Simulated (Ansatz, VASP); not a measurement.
# Be: VASP beside Ansatz

```
Be
1.0
     2.35699    0.00000    0.00000
    -1.17849    2.04121    0.00000
     0.00000    0.00000    3.42085
Be
2
Direct
  0.33333 0.66667 0.25000
  0.66667 0.33333 0.75000
```

Change from the starting cell: strain +0.025 along x and y, -0.050 along z, atoms carried along.

Alike in both runs: task single point; functional PBE; k mesh 24 × 24 × 14; occupations gaussian, width 0.15 eV; no spin polarisation.

```csv
,VASP,Ansatz
version,VASP 6.6.1,Ansatz 0.2.0
potentials or method,"VASP PAW PBE potentials, release 64 (Be)","scalar-relativistic, plane waves, PAW"
plane-wave cutoff (eV),520,420
valence electrons in the cell,4,4
```

```tsv
	VASP	Ansatz	Ansatz less VASP
gap on the k mesh at the Fermi level (eV)	none	none	-
pressure (GPa)	-2.9	-3.0	-0.14
largest component of the traceless stress (GPa)	15.24	15.19	-0.045
```

A gap of «none» marks a metal or a gap that the smearing closes. The functional is the same, so the differences come from potentials, cutoffs and numerics.
